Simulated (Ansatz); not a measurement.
BN:

```
N B
1.0
     1.25112    0.72234    3.37293
    -1.25112    0.72234    3.37293
     0.00000   -1.44467    3.37293
N B
1 1
Direct
  0.66724 0.66724 0.66724
  0.00033 0.00033 0.00033
```

The cell is a database's computed one.

| Property | Result |
| --- | --- |
| Program | Ansatz 0.2.0 |
| Task | relaxation of cell and atoms |
| Functional | RPBE |
| Dispersion | D3(BJ) |
| Potentials or basis | Ansatz PAW |
| Cutoff | 420 eV (not typed: the program's choice for these potentials) |
| k mesh | 12 × 12 × 12 |
| Occupations | fermi-dirac, width 0.05 eV |
| Spin | no spin polarisation |

At the start: volume 9.14 Å³/atom.

**Question.** Where does the relaxation end?

**Answer.** It ends after 11 steps and the volume is 8.26 Å³/atom (-9.6 %); space group R3m (No. 160, to 0.05 Å).

Step by step:
| step | energy change (eV) | largest force (eV/Å) | volume (Å³) |
| --- | --- | --- | --- |
| 1 | 0.0000 | 0.0024 | 18.29 |
| 2 | -0.0071 | 0.0119 | 17.76 |
| 3 | -0.0148 | 0.0075 | 16.87 |
| 4 | -0.0149 | 0.0001 | 16.83 |
| 5 | -0.0151 | 0.0013 | 16.79 |
| 6 | -0.0125 | 0.0009 | 16.79 |
| 7 | -0.0138 | 0.0002 | 16.52 |
| 8 | -0.0137 | 0.0000 | 16.56 |
| 9 | -0.0129 | 0.0001 | 16.56 |
| 10 | -0.0131 | 0.0002 | 16.53 |
| 11 | -0.0129 | 0.0002 | 16.53 |

Final structure:
```xyz
2
Lattice="1.2508 0.7222 3.0500 -1.2508 0.7222 3.0500 0.0000 -1.4443 3.0500" Properties=species:S:1:pos:R:3 pbc="T T T"
N     0.0000    0.0000    6.1077
B     0.0000    0.0000    0.0006
```

Caveat: the plane-wave basis is chosen anew once the cell has moved, so the energies of steps on either side of that aren't comparable; the pressure holds a Pulay correction of +0.6 GPa for the finite cutoff; the PAW data sets come from PBE, with cores solved anew for the run's functional, which leaves a small shift of forces and pressure.
